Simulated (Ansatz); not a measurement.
Ga: equation of state with PBE

Ga:

```xyz
1
Lattice="-1.3844 1.3844 2.3112 1.3844 -1.3844 2.3112 1.3844 1.3844 -2.3112" Properties=species:S:1:pos:R:3 pbc="T T T"
Ga    0.0000    0.0000    0.0000
```

This isn't the form of Ga at room conditions, which is orthorhombic.

* Program: Ansatz 0.2.0
* Task: equation of state
* Functional: PBE
* Potentials or basis: all-electron LAPW, scalar-relativistic
* Basis error allowed: 0.0005 eV/atom
* k mesh: 13 × 13 × 13
* Occupations: fermi-dirac, width 0.05 eV
* Spin: no spin polarisation

* Equilibrium volume: 18.84 Å³/atom (rough: see the caveat)
* Bulk modulus at fixed shape and positions: 49 GPa (rough)

Energy against volume, from the lowest point:
| volume (Å³/atom) | energy (meV/atom) |
| --- | --- |
| 16.655 | 50.02 |
| 17.010 | 33.52 |
| 17.364 | 20.80 |
| 17.718 | 11.46 |
| 18.073 | 5.11 |
| 18.427 | 1.40 |
| 18.781 | 0.00 |

All runs of the series together: 87 s on 1 thread of Arm Neoverse V2, on a shared host.

Caveat: the minimum lies outside the volumes run; the cell was scaled at fixed shape and fractional positions, which overstates the stiffness of a crystal with free parameters, most of all of layers and chains.
